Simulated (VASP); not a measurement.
## Si: single point with PBE

The system is Si.

```
Si
1.0
     0.00000    2.73488    2.73488
     2.73488    0.00000    2.73488
     2.73488    2.73488    0.00000
Si
2
Direct
  0.50000 0.50000 0.50000
  0.75000 0.75000 0.75000
```

| Quantity | Value |
| --- | --- |
| Program | VASP 6.6.1 |
| Task | single point |
| Functional | PBE |
| Potentials or basis | VASP PAW PBE potentials, release 64 (Si) |
| Cutoff | 520 eV |
| k mesh | 10 × 10 × 10 |
| Occupations | gaussian, width 0.02 eV |
| Spin | no spin polarisation |

* Pressure: -0.1 GPa
* Band gap on the k mesh: 0.62 eV, indirect (least direct gap 2.56 eV)

Levels at points of the mesh, in eV from the valence-band top:
```
           k point  band 2  band 3  band 4  band 5  band 6  band 7
(0.00, 0.00, 0.00)    0.00    0.00    0.00    2.56    2.56    2.56
(0.50, 0.00, 0.00)   -6.87   -1.18   -1.18    1.46    3.35    3.35
(0.50, 0.50, 0.00)   -7.74   -2.79   -2.79    0.75    0.75    9.93
```

It took 17 s on 1 thread of Intel(R) Xeon(R) Platinum 8488C (Sapphire Rapids), with other jobs on the host, peak memory 0.16 GiB.

A k mesh can miss the band edges. Expect the measured gap to be larger: semilocal functionals such as PBE lack the derivative discontinuity.
